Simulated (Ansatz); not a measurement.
NaCl: energy along a strain

NaCl, Fm-3m, a = 5.663 Å (as given, not relaxed at this level: -0.8 GPa). Ansatz: PBEsol, PAW, 420 eV, Γ-centred 8×8×8 mesh on 2 atoms, Gaussian smearing 0.05 eV; no spin polarisation. Cell vectors (Å): 0.000 2.832 2.832; 2.832 0.000 2.832; 2.832 2.832 0.000. The cell is strained by x per cent times the pattern (1 -1 0 0 0 0) in the order xx yy zz yz xz xy (engineering shears), with fractional coordinates held. y is the free energy over the start, V0 = 22.707 Å³/atom. Symmetry makes y even in x. Points with a strain past 8.5 % were computed too (2) and aren't used here.

```
x (%) y (meV/atom)
-5.00         12.96
 0.00          0.00
 1.25          0.78
 2.50          3.13
 3.75          7.15
 6.25         20.76
 7.50             ?
```

Q: Fit y = c2 x² + c4 x⁴ to the other rows, get the stiffness along the pattern, and predict the missing energy.

A: Least squares on the rows shown. y = 0.49533 x² + 0.00092472 x⁴. The clamped-ion stiffness p·C·p = 2 × 4.953 eV × 160.2 / 22.707 Å³ = 70 GPa (second derivative at the start, which stands under stress). At x = 7.50 the fit asked for gives 30.79 meV/atom. The run gave 30.81 meV/atom, so the fit is 0.02 meV/atom too low, a small miss on the scale of the series.